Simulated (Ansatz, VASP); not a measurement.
# TiNCl: VASP beside Ansatz, part 3 of 4

One calculation is typed for both programs; each brings its own data sets. How far apart do they land? Of the first pair: The structure shown is frame 83 of Ansatz's trajectory.

VASP 6.6.1 and Ansatz 0.2.0.

So far. Step 4 (Comparison): The forces differ by 14 meV/Å r.m.s., which is 2.0 % of the r.m.s. force of 0.723 eV/Å (both taken over all components).

**6. VASP: single point, PBEsol, pair 2**

Level of this step: PBEsol, no spin polarisation; plane waves and PAW (Ti_sv, N, Cl) (VASP).

The same cell, functional and mesh now go to VASP, with its own data sets.

Contents of INCAR:

```
SYSTEM = TiNCl
PREC = Accurate
ENCUT = 520
EDIFF = 1E-06
NELM = 120
ISMEAR = 0
SIGMA = 0.01
LREAL = Auto
ALGO = Normal
GGA = PS
NBANDS = 344
LASPH = .TRUE.
LORBIT = 11
LWAVE = .FALSE.
LCHARG = .FALSE.
ISIF = 2
GGA_COMPAT = .FALSE.
EFERMI = MIDGAP
NCORE = 2
```

Contents of POSCAR:

```
TiNCl
1.0
   13.5532800000      0.0000000000      0.0000000000
    0.0000000000     12.2834400000      0.0000000000
    0.0000000000      0.0000000000      7.8030000000
Ti N Cl
24 24 24
Direct
    0.0020747745      0.1709455983      0.0955786236
    0.1269434410      0.0002165517      0.8999102909
    0.0037348893      0.5079114645      0.0919389978
    0.1315179794      0.3311694444      0.8941689094
    0.0049877225      0.8226522863      0.1022427272
    0.1358416560      0.6699996092      0.8962065872
    0.2567349011      0.1680229643      0.0881968474
    0.3818263918      0.9973264818      0.9045879790
    0.2480211432      0.5002507441      0.0890554915
    0.3844604406      0.3358261204      0.8946687172
    0.2633458469      0.8402043727      0.1037293349
    0.3757835742      0.6651882535      0.8965397924
    0.5107324574      0.1642780850      0.0890042291
    0.6373955234      0.9859615873      0.9115083942
    0.5026015843      0.5018952346      0.1069844931
    0.6278037494      0.3441462652      0.9025759323
    0.5044166431      0.8397159102      0.1100346021
    0.6237235562      0.6586428557      0.9182365757
    0.7519360627      0.1648479579      0.0954376522
    0.8775956816      0.9956771067      0.9117647059
    0.7561564433      0.5006903604      0.0991798026
    0.8742975870      0.3294598256      0.8895552992
    0.7530206710      0.8241339560      0.1147507369
    0.8801338126      0.6752750044      0.9043829296
    0.1219557185      0.1664680252      0.9498013585
    0.0030472328      0.9983603942      0.0392156863
    0.1233354583      0.5092058902      0.9573625529
    0.9949901426      0.3346456693      0.0294373959
    0.1152340983      0.8317132660      0.9592720748
    0.0008485031      0.6697390959      0.0371651929
    0.3701465623      0.1605413467      0.9465846469
    0.2478957123      0.0028982109      0.0598103294
    0.3654687279      0.4967582371      0.9557221581
    0.2476374723      0.3371042640      0.0331795463
    0.3766984818      0.8327960246      0.9650647187
    0.2443615125      0.6693808900      0.0405869537
    0.6257304505      0.1553880672      0.9545174933
    0.5069916655      0.0006073217      0.0543893374
    0.6280324763      0.5069589626      0.9473279508
    0.5023802356      0.3378939450      0.0306036140
    0.6229193229      0.8320551898      0.9591439190
    0.5018416206      0.6625261327      0.0531846726
    0.8725784460      0.1724761142      0.9424195822
    0.7525853520      0.0060650762      0.0478790209
    0.8697156703      0.5022452994      0.9590029476
    0.7467343698      0.3372670848      0.0322183775
    0.8746369882      0.8281230665      0.9758426246
    0.7458637319      0.6671665266      0.0677688069
    0.1116334939      0.1837188931      0.3283352557
    0.9986512490      0.9897797360      0.6778803024
    0.1131755560      0.4934448330      0.3249519416
    0.9922527978      0.3343037455      0.6519928233
    0.1219188270      0.8289208886      0.3341535307
    0.9873034424      0.6797362954      0.6670767653
    0.3632257284      0.1843945996      0.3233628092
    0.2507289748      0.9878584501      0.6662693836
    0.3725371275      0.4864598191      0.3152889914
    0.2402739411      0.3291830302      0.6609765475
    0.3744333475      0.8215125405      0.3361014994
    0.2553699178      0.6767729561      0.6554145841
    0.6274717264      0.1784597800      0.3214404716
    0.4971785428      0.9913346750      0.6846853774
    0.6338022973      0.4881531558      0.3281045752
    0.4890919394      0.3369007379      0.6593361528
    0.6092399773      0.8309398670      0.3457260028
    0.5014874628      0.6692506334      0.6614763552
    0.8704534991      0.1840119706      0.3167755991
    0.7477378170      0.9901460829      0.6835447905
    0.8707191174      0.4848885980      0.3317954633
    0.7367441682      0.3421354279      0.6688837627
    0.8576447915      0.8165872101      0.3447648340
    0.7374598621      0.6775463551      0.6819812892
```

Contents of KPOINTS:

```
Automatic mesh
0
Gamma
1 1 1
0 0 0
```

PAW data sets: Ti_sv, N and Cl (PBE family, release 64).

Run with:

```bash
> mpirun -np 8 vasp_gam
```

Numbers of over 12 decimals in the logs are rounded to 6 here.

The program printed:

```text
[banner, memory and clock lines left out]
running    8 mpi-ranks, on    1 nodes
[...]
[... a notice as in an earlier step ...]

 LDA part: xc-table for (Slater+PW92), standard interpolation
 POSCAR, INCAR and KPOINTS ok, starting setup
[...]
entering main loop
       N       E                     dE             d eps       ncg     rms          rms(c)
DAV:   1     0.998540015034E+04    0.99854E+04   -0.30702E+05   688   0.192E+03
DAV:   2     0.156229679773E+04   -0.84231E+04   -0.81671E+04   688   0.584E+02
DAV:   3    -0.438142290155E+03   -0.20004E+04   -0.18699E+04   944   0.238E+02
DAV:   4    -0.711302079656E+03   -0.27316E+03   -0.27140E+03   984   0.886E+01
[...]
DAV:  21    -0.564877865327E+03   -0.28691E-05   -0.10602E-05   824   0.808E-03    0.415E-03
DAV:  22    -0.564877866968E+03   -0.16405E-05   -0.34217E-06   624   0.496E-03    0.388E-03
DAV:  23    -0.564877867507E+03   -0.53959E-06   -0.85019E-07   440   0.344E-03
   1 F= -.56487787E+03 E0= -.56487787E+03  d E =0.000000E+00
```

OUTCAR, selected parts (step 6):

```text
 POSITION                                       TOTAL-FORCE (eV/Angst)
 -----------------------------------------------------------------------------------
      0.02812      2.09980      0.74580         0.133672      0.498412     -1.588117
      1.72050      0.00266      7.02200        -0.507143     -0.099747      1.503044
      0.05062      6.23890      0.71740        -0.802050     -0.959942     -0.992492
      1.78250      4.06790      6.97720        -1.063156     -0.356708      0.902901
      0.06760     10.10500      0.79780         0.613175      1.001061     -0.284914
      1.84110      8.22990      6.99310        -1.176195      0.514563      0.469697
      3.47960      2.06390      0.68820        -0.567381     -0.151130     -0.365564
      5.17500     12.25060      7.05850        -0.297432      0.792921      1.085004
      3.36150      6.14480      0.69490        -0.317980     -0.444011     -0.291691
      5.21070      4.12510      6.98110        -0.981762      0.045758      0.901010
      3.56920     10.32060      0.80940        -1.710211      0.032841     -0.471154
      5.09310      8.17080      6.99570         0.551398     -0.195477      1.297303
      6.92210      2.01790      0.69450         0.234526     -0.424619     -0.877136
      8.63880     12.11100      7.11250        -0.890411      0.962688      0.502221
[...]
-----------------------------------------------------------------------------------
    total drift:                               -0.032011     -0.037077     -0.025129

  FREE ENERGIE OF THE ION-ELECTRON SYSTEM (eV)
  ---------------------------------------------------
  free  energy   TOTEN  =      -564.8778675073 eV

  energy  without entropy=     -564.8778675073  energy(sigma->0) =     -564.87786751
```

The run ends at a pressure of -7.26 GPa, with forces up to 2.1 eV/Å.

**7. Side by side**

Forces on 10 of the 72 atoms, those with the largest forces and the largest differences (eV/Å; atoms numbered as in POSCAR):

```tsv
atom	Ansatz x, y, z	VASP x, y, z
Ti1	0.137, 0.496, -1.625	0.134, 0.498, -1.588
Ti6	-1.148, 0.514, 0.525	-1.176, 0.515, 0.470
Ti11	-1.680, 0.031, -0.513	-1.710, 0.033, -0.471
Ti18	0.889, 1.324, -0.338	0.902, 1.346, -0.374
Ti19	0.183, 0.464, -1.759	0.187, 0.473, -1.729
Ti21	0.628, 0.147, -0.867	0.598, 0.134, -0.819
Ti24	-0.797, -1.010, 0.632	-0.811, -1.030, 0.585
N29	1.573, 0.299, -0.585	1.599, 0.303, -0.611
N33	1.512, 1.068, -0.920	1.529, 1.068, -0.940
N39	-0.996, -1.565, 0.591	-0.993, -1.589, 0.576
```

The forces differ by 17 meV/Å r.m.s., which is 2.7 % of the r.m.s. force of 0.644 eV/Å (both taken over all components).

**8. Ansatz: dynamics, PBEsol**

One frame of this run of dynamics is then solved in both programs, so the motion causes no difference.

The structure compared here is frame 250 of Ansatz's trajectory.

Contents of input.yaml:

```yaml
crystal:
  lattice:
    - [13.55328, 0.0, 0.0]
    - [0.0, 12.28344, 0.0]
    - [0.0, 0.0, 7.803]
  atoms:
    - { symbol: Ti, position: [0.99727, 0.16959, 0.10241] }
    - { symbol: Ti, position: [0.12908, 0.99968, 0.89691] }
    - { symbol: "N", position: [0.1251, 0.16151, 0.94979] }
    - { symbol: "N", position: [0.00226, 0.99961, 0.05054] }
    - { symbol: Cl, position: [0.12477, 0.16777, 0.32646] }
    - { symbol: Cl, position: [0.99619, 0.99887, 0.66119] }
    - { symbol: Ti, position: [0.99927, 0.49983, 0.10146] }
    - { symbol: Ti, position: [0.12407, 0.33389, 0.89169] }
    - { symbol: "N", position: [0.12511, 0.49578, 0.94928] }
    - { symbol: "N", position: [0.00147, 0.32867, 0.04846] }
    - { symbol: Cl, position: [0.12764, 0.5016, 0.33258] }
    - { symbol: Cl, position: [0.00125, 0.33514, 0.66863] }
    - { symbol: Ti, position: [0.00053, 0.83163, 0.10216] }
    - { symbol: Ti, position: [0.12551, 0.66499, 0.90301] }
    - { symbol: "N", position: [0.12508, 0.82902, 0.95426] }
    - { symbol: "N", position: [0.00098, 0.66376, 0.05247] }
    - { symbol: Cl, position: [0.12561, 0.835, 0.32641] }
    - { symbol: Cl, position: [0.99938, 0.66338, 0.67235] }
    - { symbol: Ti, position: [0.25166, 0.16878, 0.10025] }
    - { symbol: Ti, position: [0.37001, 0.99613, 0.89823] }
    - { symbol: "N", position: [0.37337, 0.16373, 0.95635] }
    - { symbol: "N", position: [0.24809, 0.00095, 0.0519] }
    - { symbol: Cl, position: [0.37881, 0.16613, 0.32536] }
    - { symbol: Cl, position: [0.24997, 0.99887, 0.67488] }
    - { symbol: Ti, position: [0.25015, 0.50034, 0.10149] }
    - { symbol: Ti, position: [0.37916, 0.33125, 0.89564] }
    - { symbol: "N", position: [0.3753, 0.4955, 0.94068] }
    - { symbol: "N", position: [0.24494, 0.3363, 0.04395] }
    - { symbol: Cl, position: [0.37721, 0.49737, 0.32724] }
    - { symbol: Cl, position: [0.24773, 0.33387, 0.66686] }
    - { symbol: Ti, position: [0.2484, 0.83718, 0.10041] }
    - { symbol: Ti, position: [0.3731, 0.66404, 0.8955] }
    - { symbol: "N", position: [0.37441, 0.83725, 0.95018] }
    - { symbol: "N", position: [0.25158, 0.66829, 0.05017] }
    - { symbol: Cl, position: [0.37589, 0.83638, 0.33787] }
    - { symbol: Cl, position: [0.24687, 0.66821, 0.66531] }
    - { symbol: Ti, position: [0.49572, 0.16447, 0.09823] }
    - { symbol: Ti, position: [0.62515, 0.99877, 0.90371] }
    - { symbol: "N", position: [0.62503, 0.16947, 0.95169] }
    - { symbol: "N", position: [0.49979, 0.99358, 0.0533] }
    - { symbol: Cl, position: [0.62995, 0.17239, 0.32974] }
    - { symbol: Cl, position: [0.49954, 0.99875, 0.67929] }
    - { symbol: Ti, position: [0.49995, 0.50372, 0.09501] }
    - { symbol: Ti, position: [0.62784, 0.33238, 0.90323] }
    - { symbol: "N", position: [0.62503, 0.4981, 0.95114] }
    - { symbol: "N", position: [0.50471, 0.3347, 0.05087] }
    - { symbol: Cl, position: [0.62619, 0.49767, 0.33099] }
    - { symbol: Cl, position: [0.4985, 0.33479, 0.66804] }
    - { symbol: Ti, position: [0.50067, 0.83496, 0.09897] }
    - { symbol: Ti, position: [0.62588, 0.66776, 0.89586] }
    - { symbol: "N", position: [0.6235, 0.83241, 0.94873] }
    - { symbol: "N", position: [0.50137, 0.66264, 0.04676] }
    - { symbol: Cl, position: [0.63088, 0.83635, 0.32951] }
    - { symbol: Cl, position: [0.49909, 0.6649, 0.66539] }
    - { symbol: Ti, position: [0.74947, 0.16992, 0.0995] }
    - { symbol: Ti, position: [0.87702, 6.0e-05, 0.89985] }
    - { symbol: "N", position: [0.87485, 0.16307, 0.95812] }
    - { symbol: "N", position: [0.74731, 0.00214, 0.04634] }
    - { symbol: Cl, position: [0.874, 0.1671, 0.32922] }
    - { symbol: Cl, position: [0.74816, 0.99622, 0.67201] }
    - { symbol: Ti, position: [0.74676, 0.50121, 0.09563] }
    - { symbol: Ti, position: [0.87662, 0.33233, 0.9095] }
    - { symbol: "N", position: [0.87206, 0.50234, 0.95068] }
    - { symbol: "N", position: [0.7467, 0.33316, 0.04964] }
    - { symbol: Cl, position: [0.87398, 0.49982, 0.33197] }
    - { symbol: Cl, position: [0.7483, 0.33101, 0.66563] }
    - { symbol: Ti, position: [0.75147, 0.83509, 0.10162] }
    - { symbol: Ti, position: [0.87547, 0.6641, 0.90511] }
    - { symbol: "N", position: [0.87558, 0.83104, 0.94663] }
    - { symbol: "N", position: [0.74799, 0.66896, 0.04727] }
    - { symbol: Cl, position: [0.87376, 0.82784, 0.33168] }
    - { symbol: Cl, position: [0.75009, 0.66499, 0.67115] }
kpoints:
  mp_grid: { grid: [1, 1, 1] }
hamiltonian:
  xc: pbesol
scf:
  occupations: { method: fixed }
output:
  forces: true
md:
  timestep: 1.0
  n_steps: 250
  ensemble: nvt_nose_hoover
  temperature: 400
  initial_velocities: maxwell_boltzmann
  seed: 9710
```

Run with:

```bash
> ansatz run input.yaml --threads 4 --pin off --max-ram 8192MiB --backend cpu --events-out ev --progress --plain --runs-dir out
```

The program printed:

```text
[...]
Crystal: 72 atoms, lattice volume = 1299.050 Å³
Basis set: ecut = 420 eV, 25399 PW (Γ), exchange–correlation on 192×180×108 points (8 copies of the dense FFT grid, shifted against one another)
Bands: 360, of which v1, the nominal top of the filled ones, is band 288 counted from 1 (287 counted from 0)
Symmetry: 1 space group operations
k-points: 1
[...]
atom   8  Ti    -0.18747881    -0.50664166     0.30526005
[...]
atom  69  N      0.09075223     0.75874194    -0.07925990
  atom  70  N     -0.07400177     0.46318017     0.08450617
  atom  71  Cl     0.08353759    -0.17173437     0.23362248
  atom  72  Cl    -0.16462914    -0.03925152    -0.16868494
  max |Σ_I F_I| component: 5.91e-5 eV/Å
--- MD trajectory: 250 steps, t = 0.0 → 250.0 fs ---
[...]
conserved energy: peak-to-peak 3.165e-3 eV (4.396e-5 eV/atom) over 250.0 fs
[key lines of the parts left out:]
SCF converged after 10 iterations
Free energy (F): -94026.692738 eV
Fermi energy:    4.733486 eV
```

[end of part 3 of 4]

[Lines on the potential files, build, host, timing and source positions are cut from VASP's logs without a mark.]

[Logs are printed without paths, hosts, clocks, repeated set-up lines and the standing remarks that a program may print on its own settings, such as how far it seeks lower states.]

[Hosts, paths, dates, database ids (printed as entryN), source tags and the programs' standing remarks are cut or masked in the printed files.]
